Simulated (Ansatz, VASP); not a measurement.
**Two plane-wave programs on Bi4Te3**

INCAR

```
SYSTEM = Bi4Te3
ALGO = Normal ; EDIFF = 1E-7
ENCUT = 520 ; GGA = PE
ISIF = 2 ; ISMEAR = 0
LASPH = .TRUE. ; LCHARG = .FALSE.
LREAL = .FALSE. ; LWAVE = .FALSE.
NBANDS = 48 ; NELM = 60
PREC = Accurate ; SIGMA = 0.1
```

KPOINTS

```
k-points
0
G
  3 3 2
  0 0 0
```

Contents of POSCAR:

```
Bi4Te3
1.0
    6.2848038700      0.0000000000      0.0000000000
   -3.1424019400      5.4427998100      0.0000000000
    0.0000000000      0.0000000000      8.1058127200
Bi Te
4 3
Direct
    0.5422477500      0.4577522500      0.5000000000
    0.5422477500      0.0844955000      0.5000000000
    0.9155045000      0.4577522500      0.5000000000
    0.3333333300      0.6666666700      0.0000000000
    0.2051688700      0.7948311300      0.5000000000
    0.2051688700      0.4103377400      0.5000000000
    0.5896622600      0.7948311300      0.5000000000
```

Input for Ansatz:

```yaml
crystal:
  lattice:
    - [6.28480387, 0.0, 0.0]
    - [-3.14240194, 5.44279981, 0.0]
    - [0.0, 0.0, 8.10581272]
  atoms:
    - { symbol: Bi, position: [0.54224775, 0.45775225, 0.5] }
    - { symbol: Bi, position: [0.54224775, 0.0844955, 0.5] }
    - { symbol: Bi, position: [0.9155045, 0.45775225, 0.5] }
    - { symbol: Bi, position: [0.33333333, 0.66666667, 0.0] }
    - { symbol: Te, position: [0.20516887, 0.79483113, 0.5] }
    - { symbol: Te, position: [0.20516887, 0.41033774, 0.5] }
    - { symbol: Te, position: [0.58966226, 0.79483113, 0.5] }
basis:
  ecutwfc: 420
kpoints:
  mp_grid: { grid: [3, 3, 2] }
hamiltonian:
  xc: pbe
scf:
  occupations: { method: gaussian, width: 0.1 }
  lower_state_search: "off"
output:
  forces: true
  stress: true
  eigenvalues: true
```

Alike in both runs: task single point; functional PBE; k mesh 3 × 3 × 2; occupations gaussian, width 0.1 eV; no spin polarisation.

|  | VASP | Ansatz |
| --- | --- | --- |
| version | VASP 6.6.1 | Ansatz 0.2.0 |
| potentials or method | VASP PAW PBE potentials, release 64 (Bi_d, Te) | scalar-relativistic, plane waves, PAW |
| plane-wave cutoff (eV) | 520 | 420 |
| valence electrons in the cell | 78 | 108 |

```tsv
	VASP	Ansatz	Ansatz less VASP
gap on the k mesh at the Fermi level (eV)	none	none	-
rms of the force components (eV/Å)	16.044	15.840	-0.2039
```

Atom by atom the forces differ by 0.205 eV/Å (rms over components). A gap of «none» marks a metal or a gap that the smearing closes. With one functional, cell and mesh, what is left measures potentials, basis and numerics. The two sets of potentials don't hold the same shells in valence.

Caveats: the k mesh is coarse (spacing up to 0.39 Å⁻¹), so the values aren't converged; spin-orbit coupling is left out, which moves the levels of the heavy elements; forces of over 1 eV/Å show positions far from the minimum, so gaps and moduli don't describe the material at rest.
